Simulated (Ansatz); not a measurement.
Born–Oppenheimer molecular dynamics of a periodic cell of 27 atoms, Ti (surface Ti(0001)). It starts from a partly relaxed structure (largest force component 0.07 eV/Å).

Level of theory: Ansatz, DFT PBE, scalar-relativistic, plane waves, PAW. Settings: cutoff 420 eV, k mesh 2x2x1, fermi-dirac smearing 0.15 eV, no spin polarisation.

```json
{"ensemble": "NVT, Nosé–Hoover chain", "time step": "3 fs", "steps asked": "130", "set temperature": "700 K", "thermostat": "time constant 5 fs, chain length 1", "atoms held": "1 to 9", "seed": "120724"}
```

Frames 3 fs apart, positions in Å.

Velocities at 120 fs (Å/ps):

```
Ti 0.00 0.00 0.00
Ti 0.00 0.00 0.00
Ti 0.00 0.00 0.00
Ti 0.00 0.00 0.00
Ti 0.00 0.00 0.00
Ti 0.00 0.00 0.00
Ti 0.00 0.00 0.00
Ti 0.00 0.00 0.00
Ti 0.00 0.00 0.00
Ti 6.21 1.33 -0.62
Ti 4.24 0.08 4.86
Ti 4.24 -2.46 -1.61
Ti -3.76 -1.93 -1.32
Ti -3.72 -5.46 2.54
Ti -2.85 4.08 -1.20
Ti 1.50 -5.62 4.82
Ti -1.95 0.47 6.88
Ti 1.28 -5.11 1.51
Ti -6.93 -0.25 -1.43
Ti 3.77 -2.32 4.47
Ti 0.83 -7.38 -2.55
Ti -0.79 -2.06 0.36
Ti 0.84 2.31 0.97
Ti -1.52 0.51 -5.26
Ti 3.03 0.80 2.94
Ti 4.37 -6.63 -0.43
Ti 2.00 -4.21 2.14
```

```xyz
27
Lattice="8.8500 0.0000 0.0000 4.4250 7.6643 0.0000 0.0000 0.0000 17.6846" Properties=species:S:1:pos:R:3 time_fs=120 energy_less_start_eV=3.483 T=687
Ti 0.000 0.000 1.000
Ti 2.950 0.000 1.000
Ti 5.900 0.000 1.000
Ti 1.475 2.555 1.000
Ti 4.425 2.555 1.000
Ti 7.375 2.555 1.000
Ti 2.950 5.109 1.000
Ti 5.900 5.109 1.000
Ti 8.850 5.109 1.000
Ti -0.161 2.082 3.511
Ti 3.091 1.673 3.092
Ti 5.931 1.342 3.521
Ti 1.614 4.184 3.226
Ti 4.421 4.207 3.425
Ti 7.151 4.342 3.439
Ti 3.120 6.471 3.330
Ti 5.969 7.005 3.333
Ti 9.092 6.316 3.301
Ti -0.137 -0.023 5.438
Ti 3.735 -0.227 4.947
Ti 6.175 -0.734 5.670
Ti 1.838 2.082 5.371
Ti 4.417 2.443 5.739
Ti 6.898 2.817 6.002
Ti 2.909 4.565 6.101
Ti 5.825 5.373 5.707
Ti 9.160 4.473 5.349
27
Lattice="8.8500 0.0000 0.0000 4.4250 7.6643 0.0000 0.0000 0.0000 17.6846" Properties=species:S:1:pos:R:3 time_fs=123 energy_less_start_eV=3.516 T=689
Ti 0.000 0.000 1.000
Ti 2.950 0.000 1.000
Ti 5.900 0.000 1.000
Ti 1.475 2.555 1.000
Ti 4.425 2.555 1.000
Ti 7.375 2.555 1.000
Ti 2.950 5.109 1.000
Ti 5.900 5.109 1.000
Ti 8.850 5.109 1.000
Ti -0.142 2.085 3.509
Ti 3.104 1.674 3.106
Ti 5.943 1.335 3.516
Ti 1.603 4.177 3.221
Ti 4.410 4.191 3.433
Ti 7.142 4.354 3.435
Ti 3.124 6.455 3.345
Ti 5.962 7.006 3.354
Ti 9.096 6.301 3.304
Ti -0.158 -0.024 5.434
Ti 3.745 -0.234 4.962
Ti 6.178 -0.755 5.662
Ti 1.835 2.076 5.372
Ti 4.420 2.450 5.742
Ti 6.894 2.818 5.985
Ti 2.919 4.567 6.109
Ti 5.838 5.353 5.705
Ti 9.165 4.461 5.356
27
Lattice="8.8500 0.0000 0.0000 4.4250 7.6643 0.0000 0.0000 0.0000 17.6846" Properties=species:S:1:pos:R:3 time_fs=126 energy_less_start_eV=3.533 T=703
Ti 0.000 0.000 1.000
Ti 2.950 0.000 1.000
Ti 5.900 0.000 1.000
Ti 1.475 2.555 1.000
Ti 4.425 2.555 1.000
Ti 7.375 2.555 1.000
Ti 2.950 5.109 1.000
Ti 5.900 5.109 1.000
Ti 8.850 5.109 1.000
Ti -0.123 2.087 3.506
Ti 3.118 1.673 3.120
Ti 5.956 1.327 3.511
Ti 1.593 4.169 3.216
Ti 4.401 4.173 3.441
Ti 7.133 4.365 3.431
Ti 3.129 6.441 3.359
Ti 5.955 7.007 3.374
Ti 9.100 6.289 3.304
Ti -0.180 -0.024 5.429
Ti 3.753 -0.239 4.980
Ti 6.180 -0.776 5.655
Ti 1.832 2.070 5.373
Ti 4.424 2.457 5.744
Ti 6.891 2.819 5.966
Ti 2.930 4.570 6.117
Ti 5.851 5.332 5.703
Ti 9.168 4.448 5.366
27
Lattice="8.8500 0.0000 0.0000 4.4250 7.6643 0.0000 0.0000 0.0000 17.6846" Properties=species:S:1:pos:R:3 time_fs=129 energy_less_start_eV=3.538 T=722
Ti 0.000 0.000 1.000
Ti 2.950 0.000 1.000
Ti 5.900 0.000 1.000
Ti 1.475 2.555 1.000
Ti 4.425 2.555 1.000
Ti 7.375 2.555 1.000
Ti 2.950 5.109 1.000
Ti 5.900 5.109 1.000
Ti 8.850 5.109 1.000
Ti -0.103 2.087 3.503
Ti 3.132 1.673 3.134
Ti 5.970 1.320 3.507
Ti 1.583 4.159 3.211
Ti 4.393 4.154 3.449
Ti 7.125 4.375 3.427
Ti 3.134 6.429 3.373
Ti 5.948 7.007 3.394
Ti 9.103 6.280 3.301
Ti -0.203 -0.024 5.426
Ti 3.759 -0.243 5.001
Ti 6.182 -0.795 5.648
Ti 1.829 2.064 5.375
Ti 4.428 2.464 5.746
Ti 6.891 2.818 5.944
Ti 2.942 4.574 6.124
Ti 5.863 5.310 5.700
Ti 9.169 4.436 5.378
27
Lattice="8.8500 0.0000 0.0000 4.4250 7.6643 0.0000 0.0000 0.0000 17.6846" Properties=species:S:1:pos:R:3 time_fs=132 energy_less_start_eV=3.531 T=729
Ti 0.000 0.000 1.000
Ti 2.950 0.000 1.000
Ti 5.900 0.000 1.000
Ti 1.475 2.555 1.000
Ti 4.425 2.555 1.000
Ti 7.375 2.555 1.000
Ti 2.950 5.109 1.000
Ti 5.900 5.109 1.000
Ti 8.850 5.109 1.000
Ti -0.084 2.086 3.500
Ti 3.146 1.672 3.147
Ti 5.983 1.313 3.502
Ti 1.575 4.148 3.204
Ti 4.386 4.134 3.457
Ti 7.116 4.383 3.423
Ti 3.139 6.418 3.386
Ti 5.940 7.007 3.413
Ti 9.106 6.273 3.295
Ti -0.226 -0.023 5.422
Ti 3.762 -0.247 5.024
Ti 6.184 -0.814 5.641
Ti 1.827 2.059 5.377
Ti 4.434 2.470 5.747
Ti 6.891 2.817 5.921
Ti 2.955 4.578 6.130
Ti 5.875 5.288 5.696
Ti 9.167 4.423 5.392
27
Lattice="8.8500 0.0000 0.0000 4.4250 7.6643 0.0000 0.0000 0.0000 17.6846" Properties=species:S:1:pos:R:3 time_fs=135 energy_less_start_eV=3.516 T=720
Ti 0.000 0.000 1.000
Ti 2.950 0.000 1.000
Ti 5.900 0.000 1.000
Ti 1.475 2.555 1.000
Ti 4.425 2.555 1.000
Ti 7.375 2.555 1.000
Ti 2.950 5.109 1.000
Ti 5.900 5.109 1.000
Ti 8.850 5.109 1.000
Ti -0.065 2.082 3.496
Ti 3.160 1.670 3.159
Ti 5.996 1.306 3.498
Ti 1.568 4.136 3.197
Ti 4.380 4.113 3.466
Ti 7.108 4.390 3.419
Ti 3.144 6.409 3.398
Ti 5.931 7.006 3.432
Ti 9.108 6.268 3.287
Ti -0.249 -0.022 5.420
Ti 3.764 -0.249 5.050
Ti 6.185 -0.831 5.635
Ti 1.824 2.053 5.379
Ti 4.439 2.476 5.747
Ti 6.894 2.816 5.896
Ti 2.969 4.582 6.134
Ti 5.886 5.266 5.692
Ti 9.164 4.411 5.407
27
Lattice="8.8500 0.0000 0.0000 4.4250 7.6643 0.0000 0.0000 0.0000 17.6846" Properties=species:S:1:pos:R:3 time_fs=138 energy_less_start_eV=3.494 T=700
Ti 0.000 0.000 1.000
Ti 2.950 0.000 1.000
Ti 5.900 0.000 1.000
Ti 1.475 2.555 1.000
Ti 4.425 2.555 1.000
Ti 7.375 2.555 1.000
Ti 2.950 5.109 1.000
Ti 5.900 5.109 1.000
Ti 8.850 5.109 1.000
Ti -0.047 2.078 3.491
Ti 3.174 1.667 3.170
Ti 6.009 1.300 3.495
Ti 1.562 4.123 3.190
Ti 4.377 4.093 3.474
Ti 7.101 4.396 3.414
Ti 3.149 6.402 3.409
Ti 5.923 7.006 3.450
Ti 9.111 6.267 3.277
Ti -0.271 -0.020 5.417
Ti 3.763 -0.251 5.077
Ti 6.186 -0.846 5.629
Ti 1.821 2.048 5.382
Ti 4.446 2.482 5.747
Ti 6.898 2.812 5.869
Ti 2.984 4.586 6.138
Ti 5.896 5.244 5.688
Ti 9.158 4.400 5.424
27
Lattice="8.8500 0.0000 0.0000 4.4250 7.6643 0.0000 0.0000 0.0000 17.6846" Properties=species:S:1:pos:R:3 time_fs=141 energy_less_start_eV=3.467 T=683
Ti 0.000 0.000 1.000
Ti 2.950 0.000 1.000
Ti 5.900 0.000 1.000
Ti 1.475 2.555 1.000
Ti 4.425 2.555 1.000
Ti 7.375 2.555 1.000
Ti 2.950 5.109 1.000
Ti 5.900 5.109 1.000
Ti 8.850 5.109 1.000
Ti -0.031 2.072 3.486
Ti 3.188 1.663 3.180
Ti 6.021 1.294 3.492
Ti 1.557 4.110 3.182
Ti 4.375 4.072 3.482
Ti 7.095 4.399 3.409
Ti 3.154 6.396 3.419
Ti 5.915 7.005 3.466
Ti 9.112 6.269 3.265
Ti -0.292 -0.017 5.416
Ti 3.759 -0.251 5.104
Ti 6.186 -0.860 5.625
Ti 1.818 2.044 5.385
Ti 4.452 2.486 5.747
Ti 6.904 2.808 5.841
Ti 2.999 4.590 6.141
Ti 5.904 5.224 5.684
Ti 9.151 4.389 5.441
```

Of the whole run (390 fs, mean temperature of the second half 699 K): The conserved energy stayed within 0.18 meV per atom of its start (net change 0.091 meV per atom), so the integration is sound. A run of 0.39 ps of so small a system gives no equilibrium averages. Limits of this set-up: coarse k mesh, thin slab, slab without dipole correction.

Run time: 15 min on 4 threads of Intel(R) Xeon(R) 6975P-C (Granite Rapids), with other jobs on the host, peak memory 4.9 GiB.
